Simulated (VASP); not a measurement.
# AlRu (Pm-3m) in VASP: settings compared

The runs below take AlRu through band structure, equation of state, with SCAN, rSCAN, AM05, PBEsol.

Everything below comes from runs of VASP 6.6.1. Logs are shortened: lines on timing, memory, paths and dates and some standing lists are left out, and cuts for length are marked.

## Step 1: The structure

It takes space group Pm-3m (No. 221, cubic). The conventional cell has a = 2.992 Å, b = 2.992 Å, c = 2.992 Å, α = 90.00°, β = 90.00°, γ = 90.00°. Around Ru (site symmetry m-3m) lie 8 Al at 2.59 Å. Al (site symmetry m-3m) is surrounded by 8 Ru at 2.59 Å.

## Step 2: Band structure, SCAN, spin-orbit coupling, no magnetisation

The input, INCAR:

```
PREC = Accurate
ENCUT = 520
EDIFF = 1E-6
ISMEAR = -1
SIGMA = 0.05
LREAL = F
LASPH = T
NELM = 80
ALGO = Normal
ISIF = 2
LWAVE = F
LCHARG = F
LNONCOLLINEAR = T
MAGMOM = 0 0 0 0 0 0
LORBIT = 11
LSORBIT = T
GGA_COMPAT = F
LMAXMIX = 4
METAGGA = SCAN
LMIXTAU = T
```

The input, KPOINTS:

```
Automatic mesh
0
Gamma
  7 7 7
```

The input, POSCAR:

```
AlRu
1.0
    2.9916000000      0.0000000000      0.0000000000
    0.0000000000      2.9916000000      0.0000000000
    0.0000000000      0.0000000000      2.9916000000
Ru Al
1 1
Direct
    0.5000000000      0.5000000000      0.5000000000
    0.0000000000      0.0000000000      0.0000000000
```

The input, KPOINTS_OPT:

```
path GXMGRX,MR
10
line-mode
reciprocal
 0.0000000000  0.0000000000  0.0000000000  G
 0.0000000000  0.5000000000  0.0000000000  X

 0.0000000000  0.5000000000  0.0000000000  X
 0.5000000000  0.5000000000  0.0000000000  M

 0.5000000000  0.5000000000  0.0000000000  M
 0.0000000000  0.0000000000  0.0000000000  G

 0.0000000000  0.0000000000  0.0000000000  G
 0.5000000000  0.5000000000  0.5000000000  R

 0.5000000000  0.5000000000  0.5000000000  R
 0.0000000000  0.5000000000  0.0000000000  X

 0.5000000000  0.5000000000  0.0000000000  M
 0.5000000000  0.5000000000  0.5000000000  R
```

Potentials or basis: VASP PAW PBE potentials, release 64 (Ru_pv, Al).

On the command line:

```console
$ cat potpaw_PBE.64/Ru_pv/POTCAR potpaw_PBE.64/Al/POTCAR > POTCAR
$ mpirun -np 1 vasp_ncl > vasp.out
```

OUTCAR:

```text
PREC = Accurate
   ENCUT = 520
   EDIFF = 1E-6
   ISMEAR = -1
   LREAL = F
   LASPH = T
   NELM = 80
   ISIF = 2
   LNONCOLLINEAR = T
   LORBIT = 11
   LSORBIT = T
   METAGGA = SCAN

 ion  position               nearest neighbor table
   1  0.500  0.500  0.500-   2 2.59   2 2.59   2 2.59   2 2.59   2 2.59   2 2.59   2 2.59   2 2.59

   2  0.000  0.000  0.000-   1 2.59   1 2.59   1 2.59   1 2.59   1 2.59   1 2.59   1 2.59   1 2.59

  LATTYP: Found a simple cubic cell.
 ALAT       =     2.9916000000

  Lattice vectors:

 A1 = (   2.9916000000,   0.0000000000,   0.0000000000)
 A2 = (   0.0000000000,   2.9916000000,   0.0000000000)
 A3 = (   0.0000000000,   0.0000000000,   2.9916000000)

Analysis of symmetry for initial positions (statically):
=====================================================================
 Subroutine PRICEL returns:
 Original cell was already a primitive cell.

 Routine SETGRP: Setting up the symmetry group for a
 simple cubic supercell.

 Subroutine GETGRP returns: Found 48 space group operations
 (whereof 48 operations were pure point group operations)
 out of a pool of 48 trial point group operations.

The static configuration has the point symmetry O_h .

Analysis of symmetry for dynamics (positions and initial velocities):
=====================================================================
 Subroutine PRICEL returns:
 Original cell was already a primitive cell.

 Routine SETGRP: Setting up the symmetry group for a
 simple cubic supercell.

 Subroutine GETGRP returns: Found 48 space group operations
 (whereof 48 operations were pure point group operations)
 out of a pool of 48 trial point group operations.

The dynamic configuration has the point symmetry O_h .

Analysis of structural, dynamic, and magnetic symmetry:
=====================================================================
 Subroutine PRICEL returns:
 Original cell was already a primitive cell.

 Routine SETGRP: Setting up the symmetry group for a
 simple cubic supercell.

 Subroutine GETGRP returns: Found 48 space group operations
 (whereof 48 operations were pure point group operations)
 out of a pool of 48 trial point group operations.

The overall configuration has the point symmetry O_h .

 Subroutine INISYM returns: Found 48 space group operations
 (whereof 48 operations are pure point group operations),
 and found     1 'primitive' translations

----------------------------------------------------------------------------------------

                                     Primitive cell

  volume of cell :      26.7738

  direct lattice vectors                    reciprocal lattice vectors
     2.991600000  0.000000000  0.000000000     0.334269287  0.000000000  0.000000000
     0.000000000  2.991600000  0.000000000     0.000000000  0.334269287  0.000000000
     0.000000000  0.000000000  2.991600000     0.000000000  0.000000000  0.334269287

  length of vectors
     2.991600000  2.991600000  2.991600000     0.334269287  0.334269287  0.334269287

  position of ions in fractional coordinates (direct lattice)
     0.500000000  0.500000000  0.500000000
     0.000000000  0.000000000  0.000000000

  ion indices of the primitive-cell ions
   primitive index   ion index
                 1           1
                 2           2

----------------------------------------------------------------------------------------

 KPOINTS: Automatic mesh

Automatic generation of k-mesh.
 Grid dimensions read from file:
[... 73 lines left out ...]
   EMIN   =  10.00;   EMAX   =-10.00  energy-range for DOS
   EFERMI =   0.00;   METHOD = LEGACY
   ISMEAR =    -1;   SIGMA  =   0.05  broadening in eV -4-tet -1-fermi 0-gaus
   EFERMI_NEDOS =   21; number of points for ismear=-14 and -15
   IALGO  =     38    algorithm
   IMIX   =      4    mixing-type and parameters
     AMIX     =   0.40;   BMIX     =  1.00
     AMIX_MAG =   1.60;   BMIX_MAG =  1.00
  volume/ion in A,a.u.               =      13.39        90.34
  Fermi-wavevector in a.u.,A,eV,Ry     =   1.407087  2.659009 26.938090  1.979894
  Thomas-Fermi vector in A             =   2.529382
   LORBIT       =     11    0 simple, 1 ext, 2 COOP (PROOUT), +10 PAW based schemes
   METAGGA = SCAN    functional components
   LHFCALC =     F    Hartree Fock is set to
   AEXX    =    0.0000 exact exchange contribution
   IVDW    =     0    specifies the selected vdW correction
   LEPSILON=     F    determine dielectric tensor
   LRPA    =     F    only Hartree local field effects (RPA)
  energy-cutoff  :      520.00
  volume of cell :       26.77
 maximum number of plane-waves:      1478
 NGX is ok and might be reduce to    24
   NGX = 11   NGY = 11   NGZ = 11

 number of electron      16.9999995 magnetization      -0.0000000     -0.0000000      0.0000000

 number of electron      16.9999995 magnetization       0.0000000     -0.0000000      0.0000000

 number of electron      16.9999995 magnetization       0.0000000      0.0000000      0.0000000

 Free energy of the ion-electron system (eV)
  ---------------------------------------------------
  ext. energy  EPLUGINS =         0.00000000
  ---------------------------------------------------
  free energy    TOTEN  =       -44.40427605 eV

  energy without entropy =      -44.38836863  energy(sigma->0) =      -44.39632234

 E-fermi :  10.4411     XC(G=0): -13.7673

 val. band max:       10.4145282728   @ k =   0.4286   0.4286   0.1429
 cond. band min:      10.4766036743   @ k =   0.4286   0.1429   0.0000
 fundamental gap:      0.0620754015
 Fermi energy:        10.4410675688

 k-point     1 :       0.0000    0.0000    0.0000
  band No.  band energies     occupation
      1     -34.8910      1.00000
      2     -34.8910      1.00000
      3     -31.6026      1.00000
      4     -31.6026      1.00000
      5     -31.6026      1.00000
      6     -31.6026      1.00000
[... 529 lines left out ...]
     23      15.3402      0.00000
     24      15.3405      0.00000

------------------------ aborting loop because EDIFF is reached ----------------------------------------

  FORCE on cell =-STRESS in cart. coord.  units (eV):
  Direction    XX          YY          ZZ          XY          YZ          ZX
  --------------------------------------------------------------------------------------
  -------------------------------------------------------------------------------------
  Total       -0.9298419     -0.9298419     -0.9298419      0.0000000      0.0000000      0.0000000
  in kB      -55.6428179    -55.6428179    -55.6428179      0.0000000      0.0000000      0.0000000
  external PRESSURE =     -55.6428179 kB  Pullay stress =       0.0000000 kB

 VOLUME and BASIS-vectors are now :
 -----------------------------------------------------------------------------
  energy-cutoff  :      520.00
  volume of cell :       26.77
      direct lattice vectors                 reciprocal lattice vectors
     2.991600000  0.000000000  0.000000000     0.334269287  0.000000000  0.000000000
     0.000000000  2.991600000  0.000000000     0.000000000  0.334269287  0.000000000
     0.000000000  0.000000000  2.991600000     0.000000000  0.000000000  0.334269287

 POSITION                                       TOTAL-FORCE (eV/Angst)
 -----------------------------------------------------------------------------------
      1.49580      1.49580      1.49580         0.000000      0.000000      0.000000
      0.00000      0.00000      0.00000         0.000000      0.000000      0.000000
 -----------------------------------------------------------------------------------
    total drift:                                0.000000     -0.000000     -0.000000

  FREE ENERGIE OF THE ION-ELECTRON SYSTEM (eV)
  ---------------------------------------------------
  free  energy   TOTEN  =       -44.4042760509 eV

  energy  without entropy=      -44.3883686280  energy(sigma->0) =      -44.39632234

 Spin-Orbit-Coupling matrix elements

 Ion:    1  E_soc:     -0.2605681
 l=   1
     0.0000000    -0.0364640    -0.0364640
    -0.0364640     0.0000000    -0.0364640
    -0.0364640    -0.0364640     0.0000000
 l=   2
     0.0000000    -0.0018457     0.0000000    -0.0018457    -0.0051183
    -0.0018457     0.0000000    -0.0038387    -0.0018457    -0.0012796
     0.0000000    -0.0038387     0.0000000    -0.0038387     0.0000000
    -0.0018457    -0.0018457    -0.0038387     0.0000000    -0.0012796
    -0.0051183    -0.0012796     0.0000000    -0.0012796     0.0000000
 l=   3
     0.0000000     0.0000000     0.0000000     0.0000000     0.0000000     0.0000000     0.0000000
     0.0000000     0.0000000     0.0000000     0.0000000     0.0000000     0.0000000     0.0000000
     0.0000000     0.0000000     0.0000000     0.0000000     0.0000000     0.0000000     0.0000000
     0.0000000     0.0000000     0.0000000     0.0000000     0.0000000     0.0000000     0.0000000
     0.0000000     0.0000000     0.0000000     0.0000000     0.0000000     0.0000000     0.0000000
     0.0000000     0.0000000     0.0000000     0.0000000     0.0000000     0.0000000     0.0000000
     0.0000000     0.0000000     0.0000000     0.0000000     0.0000000     0.0000000     0.0000000

 Ion:    2  E_soc:     -0.0001946
 l=   1
     0.0000000    -0.0000324    -0.0000324
    -0.0000324     0.0000000    -0.0000324
    -0.0000324    -0.0000324     0.0000000
 l=   2
     0.0000000     0.0000000     0.0000000     0.0000000     0.0000000
     0.0000000     0.0000000     0.0000000     0.0000000     0.0000000
     0.0000000     0.0000000     0.0000000     0.0000000     0.0000000
     0.0000000     0.0000000     0.0000000     0.0000000     0.0000000
     0.0000000     0.0000000     0.0000000     0.0000000     0.0000000
 l=   3
     0.0000000     0.0000000     0.0000000     0.0000000     0.0000000     0.0000000     0.0000000
     0.0000000     0.0000000     0.0000000     0.0000000     0.0000000     0.0000000     0.0000000
     0.0000000     0.0000000     0.0000000     0.0000000     0.0000000     0.0000000     0.0000000
     0.0000000     0.0000000     0.0000000     0.0000000     0.0000000     0.0000000     0.0000000
     0.0000000     0.0000000     0.0000000     0.0000000     0.0000000     0.0000000     0.0000000
     0.0000000     0.0000000     0.0000000     0.0000000     0.0000000     0.0000000     0.0000000
     0.0000000     0.0000000     0.0000000     0.0000000     0.0000000     0.0000000     0.0000000

 total charge

# of ion       s       p       d       tot
------------------------------------------
    1        0.350   6.261   6.176  12.788
    2        0.387   0.427   0.000   0.815
--------------------------------------------------
tot          0.737   6.689   6.176  13.602

 magnetization (x)

# of ion       s       p       d       tot
------------------------------------------
    1        0.000  -0.000   0.000  -0.000
    2        0.000   0.000   0.000   0.000
--------------------------------------------------
tot          0.000  -0.000   0.000  -0.000

 magnetization (y)

# of ion       s       p       d       tot
------------------------------------------
    1        0.000   0.000  -0.000  -0.000
    2       -0.000   0.000   0.000   0.000
--------------------------------------------------
tot         -0.000   0.000  -0.000  -0.000

 magnetization (z)

# of ion       s       p       d       tot
------------------------------------------
    1        0.000   0.000  -0.000  -0.000
    2       -0.000   0.000   0.000  -0.000
--------------------------------------------------
tot         -0.000   0.000  -0.000  -0.000
```

Wall time 4.2 min (1 thread of Intel Xeon Platinum 8375C at 2.90GHz (Ice Lake), shared host); peak memory 0.23 GiB.

Results:

```
Free energy                                           : -44.4043 eV
Pressure                                              : -5.6 GPa
Valence electrons inside the program's atomic spheres : Ru 12.79; Al 0.81
```

Caveat: the PAW data sets were made with another functional, which shifts forces and pressure a little.

(Continued in part 2 of 2.)
